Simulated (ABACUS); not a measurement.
# Tl (P6_3/mmc) in ABACUS: equation of state, part 2 of 2

ABACUS 3.10.1.

### Step 6. Equation of state, PBE, 29.15 Å³/atom (volume scaled by 1.02)

INPUT

```
INPUT_PARAMETERS
suffix              Tl
calculation         scf
basis_type          pw
pseudo_dir          ./
symmetry            1
dft_functional      pbe
ecutwfc             61
pseudo_rcut         10
nspin               1
nbands              17
ks_solver           dav
smearing_method     fd
smearing_sigma      0.00367493
scf_thr             1e-08
scf_nmax            100
mixing_type         broyden
mixing_beta         0.7
cal_force           1
cal_stress          1
kpar                4
```

STRU

```
ATOMIC_SPECIES
Tl 204.3800 Tl.upf

LATTICE_CONSTANT
1.8897261246

LATTICE_VECTORS
3.4788880842 0.0000000000 0.0000000000
-1.7394440421 3.0128054579 0.0000000000
0.0000000000 0.0000000000 5.5615904703

ATOMIC_POSITIONS
Direct

Tl
0.0
2
0.6666666667 0.3333333333 0.7500000000 1 1 1
0.3333333333 0.6666666667 0.2500000000 1 1 1
```

KPT

```
K_POINTS
0
Gamma
9 9 5 0 0 0
```

Potentials or basis: PseudoDojo NC SR 0.4.1 PBE standard, plane waves.

Started as:

```
$ OMP_NUM_THREADS=1 mpirun -np 4 abacus > log
```

running log:

```text
ABACUS v3.10.1

               Atomic-orbital Based Ab-initio Computation at UStc

 ------------------------------------------------------------------------------------

 READING GENERAL INFORMATION
                           global_out_dir = OUT.Tl/
                           global_in_card = INPUT
                               pseudo_dir = ./
                              orbital_dir =
                                    DSIZE = 4
                                    GSIZE = 1

 READING UNITCELL INFORMATION
                                    ntype = 1
                  lattice constant (Bohr) = 1.88973
              lattice constant (Angstrom) = 1

 READING ATOM TYPE 1
                               atom label = Tl
                      L=0, number of zeta = 1
                      L=1, number of zeta = 1
                      L=2, number of zeta = 1
             number of atom for this type = 2

                        TOTAL ATOM NUMBER = 2
DIRECT COORDINATES
    atom                   x                   y                   z     mag                  vx                  vy                  vz
taud_Tl1            0.6666666667        0.3333333333        0.7500000000  0.0000        0.0000000000        0.0000000000        0.0000000000
taud_Tl2            0.3333333333        0.6666666667        0.2500000000  0.0000        0.0000000000        0.0000000000        0.0000000000
[... 296 lines left out ...]
 E_Harris       -243.2253727900      -3309.2509681183
 E_band         1.4254071264         19.3936588893
 E_one_elec     -40.1292657999       -545.9866714345
 E_Hartree      41.5310759089        565.0592764317
 E_xc           -76.7783523815       -1044.6230754403
 E_Ewald        -167.8478233406      -2283.6867943299
 E_entropy(-TS) -0.0010539443        -0.0143396480
 E_descf        0.0000000000         0.0000000000
 E_exx          0.0000000000         0.0000000000
 E_Fermi        0.7721299044         10.5053662966
----------------------------------------------------------

 charge density convergence is achieved
 final etot is -3309.2516044 eV
 EFERMI = 10.505366297 eV

 STATE ENERGY(eV) AND OCCUPATIONS    NSPIN == 1
 1/9 kpoint (Cartesian) = 0.0000 0.0000 0.0000 (3141 pws)
       1       -1.25258     0.00493827
       2       -1.04213     0.00493827
       3       -1.02594     0.00493827
       4       -1.02594     0.00493827
       5      -0.975636     0.00493827
       6      -0.975636     0.00493827
[... 9 lines left out ...]
      16        20.4016    5.44030e-89
[... 82 lines left out ...]
       4      -0.978733      0.0296296
       5      -0.966186      0.0296296
       6      -0.923352      0.0296296
[... 9 lines left out ...]
      16        18.4797    1.61383e-71
      17        19.4453    6.60858e-80

[... levels at 3 further k points ...]

------------------------------------------------------------------------------------------
 TOTAL-FORCE (eV/Angstrom)
------------------------------------------------------------------------------------------
                       Tl1         0.0000000000         0.0000000000         0.0000000000
                       Tl2         0.0000000000         0.0000000000         0.0000000000
------------------------------------------------------------------------------------------

----------------------------------------------------------------
 TOTAL-STRESS (KBAR)
----------------------------------------------------------------
        21.2050920496         0.0000000000         0.0000000000
        -0.0000000000        21.2050920488         0.0000000000
         0.0000000000        -0.0000000000        33.1819042144
----------------------------------------------------------------
 TOTAL-PRESSURE: 25.197363 KBAR

 --------------------------------------------
 !FINAL_ETOT_IS -3309.2516044210883592 eV
 --------------------------------------------
```

stdout:

```text
ABACUS v3.10.1

               Atomic-orbital Based Ab-initio Computation at UStc                    64

%%%%%%%%%%%%%%%%%%%%%%%%%%%%%%%%%%%%%%%%%%%%%%%%%%%%%%%%%%%%%%%%%%%%%%%%%%%%%%%%%%%%%%%%%%%%%%%%%%%%%%%%%
 Warning: the number of valence electrons in pseudopotential > 3 for Tl: [Xe] 4f14 5d10 6s2 6p1
[... 31 lines left out ...]
 TOTAL-STRESS (KBAR)
----------------------------------------------------------------
        21.2050920496         0.0000000000         0.0000000000
        -0.0000000000        21.2050920488         0.0000000000
         0.0000000000        -0.0000000000        33.1819042144
----------------------------------------------------------------
 TOTAL-PRESSURE: 25.197363 KBAR
```

It took 6.5 s on 4 MPI ranks of AMD EPYC 7B13 (Zen 3), shared host; peak memory 0.36 GiB.

What came out:

```yaml
Free_energy: -3309.2516 eV
Pressure: 2.5 GPa
Band_gap_on_the_k_mesh: none (metal or under the smearing width)
```

### Step 7. Equation of state, PBE, 29.72 Å³/atom (volume scaled by 1.04)

INPUT is that of step 6.

STRU

```
ATOMIC_SPECIES
Tl 204.3800 Tl.upf

LATTICE_CONSTANT
1.8897261246

LATTICE_VECTORS
3.5014788996 0.0000000000 0.0000000000
-1.7507394498 3.0323696779 0.0000000000
0.0000000000 0.0000000000 5.5977057061

ATOMIC_POSITIONS
Direct

Tl
0.0
2
0.6666666667 0.3333333333 0.7500000000 1 1 1
0.3333333333 0.6666666667 0.2500000000 1 1 1
```

KPT is that of step 6.

Started as:

```
$ OMP_NUM_THREADS=1 mpirun -np 4 abacus > log
```

It took 6.6 s on 4 MPI ranks of AMD EPYC 7B13 (Zen 3), shared host; peak memory 0.36 GiB.

It converged, with:

- Free energy: -3309.2670 eV
- Pressure: 1.8 GPa
- Band gap on the k mesh: none (metal or under the smearing width)

### Step 8. Equation of state, PBE, 30.29 Å³/atom (volume scaled by 1.06)

INPUT is that of step 7.

STRU

```
ATOMIC_SPECIES
Tl 204.3800 Tl.upf

LATTICE_CONSTANT
1.8897261246

LATTICE_VECTORS
3.5237819143 0.0000000000 0.0000000000
-1.7618909571 3.0516846552 0.0000000000
0.0000000000 0.0000000000 5.6333608439

ATOMIC_POSITIONS
Direct

Tl
0.0
2
0.6666666667 0.3333333333 0.7500000000 1 1 1
0.3333333333 0.6666666667 0.2500000000 1 1 1
```

KPT is that of step 7.

Started as:

```
$ OMP_NUM_THREADS=1 mpirun -np 4 abacus > log
```

It took 6.5 s on 4 MPI ranks of AMD EPYC 7B13 (Zen 3), shared host; peak memory 0.36 GiB.

The run converged. Its results:

```yaml
Free_energy: -3309.2775 eV
Pressure: 1.1 GPa
Band_gap_on_the_k_mesh: none (metal or under the smearing width)
```

### Step 9. Equation of state, PBE

Potentials or basis: PseudoDojo NC SR 0.4.1 PBE standard, plane waves.

No new run: the results of the series are fitted here.

Results:

| Quantity | Value |
| --- | --- |
| Equilibrium volume | 31.50 Å³/atom (rough: see the caveat) |
| Bulk modulus at fixed shape and positions | 26 GPa (rough) |

Energy against volume, from the lowest point:
```
volume (Å³/atom)  energy (meV/atom)
          26.860              75.06
          27.432              54.07
          28.003              37.01
          28.575              23.43
          29.146              12.96
          29.718               5.25
          30.289               0.00
```

Caveat: the minimum lies outside the volumes run; the cell was scaled at fixed shape and fractional positions, which overstates the stiffness of a crystal with free parameters, most of all of layers and chains.
